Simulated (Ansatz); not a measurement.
## TiAl: energy along a strain

TiAl, P-6m2, a = 2.867 Å, c = 4.678 Å (as given, not relaxed at this level: -2.8 GPa). The structure is a Materials Project entry; whether it is the stable form wasn't checked. Ansatz: PBEsol, PAW, 420 eV, Γ-centred 18×18×10 mesh on 2 atoms, Gaussian smearing 0.15 eV; no spin polarisation. Cell vectors (Å): 2.867 0.000 0.000; -1.434 2.483 0.000; 0.000 0.000 4.678. The cell is strained by x per cent times the pattern (1 0 0 0 0 0) in the order xx yy zz yz xz xy (engineering shears), with fractional coordinates held. y is the free energy over the start, V0 = 16.653 Å³/atom.

```
x (%) y (meV/atom)
-2.00             ?
-1.50         -1.81
-1.00         -1.64
-0.50         -1.03
 0.00          0.00
 0.50          1.43
 1.00          3.26
 1.50          5.46
 1.75          6.70
 2.00          8.03
```

Fit y = c1 x + c2 x² + c3 x³ to the other rows, get the stiffness along the pattern, and predict the missing energy.

Least squares on the rows shown. y = 2.466 x + 0.8111 x² − 0.01856 x³. The clamped-ion stiffness p·C·p = 2 × 8.111 eV × 160.2 / 16.653 Å³ = 156 GPa, which is C11 in these axes (second derivative at the start, which stands under stress). At x = -2.00 the fit asked for gives -1.54 meV/atom. The run gave -1.55 meV/atom, so the fit is 0.01 meV/atom too high, a small miss on the scale of the series.